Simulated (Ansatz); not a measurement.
# Li12CO: the cost of one run

Computed with Ansatz 0.2.0 (DFT PBE, scalar-relativistic, plane waves, PAW, unless a step's input says otherwise).

14 further runs of the same task are left out: 14 set aside as unsound or not needed.

### Step 1. The structure to begin with

It takes space group Cmm2 (No. 35, orthorhombic). The conventional cell has a = 6.865 Å, b = 9.708 Å, c = 22.683 Å, α = 90.00°, β = 90.00°, γ = 90.00°. Li (site symmetry mm2) has 6 Li at 2.90 to 2.97 Å as nearest neighbours. Li (site symmetry 2) has 6 Li at 2.90 to 2.97 Å as nearest neighbours. Li (site symmetry m) has 8 Li at 2.90 to 2.97 Å as nearest neighbours. Li (site symmetry mm2) is surrounded by 6 Li at 2.91 to 2.97 Å. Li (site symmetry 2) has 6 Li at 2.91 to 2.97 Å as nearest neighbours. Li (site symmetry mm2) is surrounded by 1 C at 2.44 Å. Only part of the 10 independent sites is listed.

Coordinates:

```
CELL_PARAMETERS angstrom
5.94517 0.00000 0.00000
-1.98172 5.60516 0.00000
0.00000 0.00000 22.68313
ATOMIC_POSITIONS crystal
Li 0.25000 0.25000 0.17634
Li 0.25000 0.75000 0.17634
Li 0.75000 0.25000 0.17634
Li 0.75000 0.75000 0.17634
Li 0.00000 0.00000 0.27942
Li 0.00000 0.50000 0.27942
Li 0.50000 0.00000 0.27942
Li 0.50000 0.50000 0.27942
Li 0.25000 0.25000 0.38280
Li 0.25000 0.75000 0.38280
Li 0.75000 0.25000 0.38280
Li 0.75000 0.75000 0.38280
C 0.75000 0.75000 0.49037
O 0.75000 0.75000 0.54151
```

This is the geometry of the first run shown, built on a cell relaxed beforehand with the same method.

### Step 2. The scan

Atoms count from 1 in the order of the input.

CO stands on one site of a rigid substrate while its tilt and height are varied at a fixed bond length.

The axes are (1) tilt of the C13-O14 axis from the surface normal: 7 values from 0 to 90 °; (2) height of C13 above the plane of Li9: 6 values from 1.74 to 3.29 Å.

Nothing else is relaxed. Points are written as (first, second).

### Step 3. The run at (0°, 2.44 Å)

The cell repeats along c, and a dipole correction in the vacuum removes the field between the copies.

Input file input.yaml:

```yaml
crystal:
  lattice:
    - [5.9451735594, 0.0, 0.0]
    - [-1.9817245198, 5.6051633856, 0.0]
    - [0.0, 0.0, 22.683126425]
  atoms:
    - { symbol: Li, position: [0.25, 0.25, 0.1763425343] }
    - { symbol: Li, position: [0.25, 0.75, 0.1763425343] }
    - { symbol: Li, position: [0.75, 0.25, 0.1763425343] }
    - { symbol: Li, position: [0.75, 0.75, 0.1763425343] }
    - { symbol: Li, position: [0.0, 0.0, 0.2794233674] }
    - { symbol: Li, position: [0.0, 0.5, 0.2794233674] }
    - { symbol: Li, position: [0.5, 0.0, 0.2794233674] }
    - { symbol: Li, position: [0.5, 0.5, 0.2794233674] }
    - { symbol: Li, position: [0.25, 0.25, 0.3828011299] }
    - { symbol: Li, position: [0.25, 0.75, 0.3828011299] }
    - { symbol: Li, position: [0.75, 0.25, 0.3828011299] }
    - { symbol: Li, position: [0.75, 0.75, 0.3828011299] }
    - { symbol: C, position: [0.75, 0.75, 0.4903700758] }
    - { symbol: O, position: [0.75, 0.75, 0.5415094108] }
basis:
  ecutwfc: 420
kpoints:
  mp_grid: { grid: [5, 5, 1] }
hamiltonian:
  xc: pbe
scf:
  occupations: { method: gaussian, width: 0.1 }
output:
  forces: true
  eigenvalues: true
efield:
  axis: 3
  dipole_correction: true
  ramp_width: 0.04
```

Launch:

```bash
> ansatz run input.yaml --threads 4 --pin off --max-ram 12288MiB --backend cpu --events-out ev --progress --plain --runs-dir out
```

Q: Estimate wall time and peak memory on 4 threads of Intel Xeon Platinum 8375C at 2.90GHz (Ice Lake), shared host.

About 4.8 s, with a peak of 1.1 GiB.
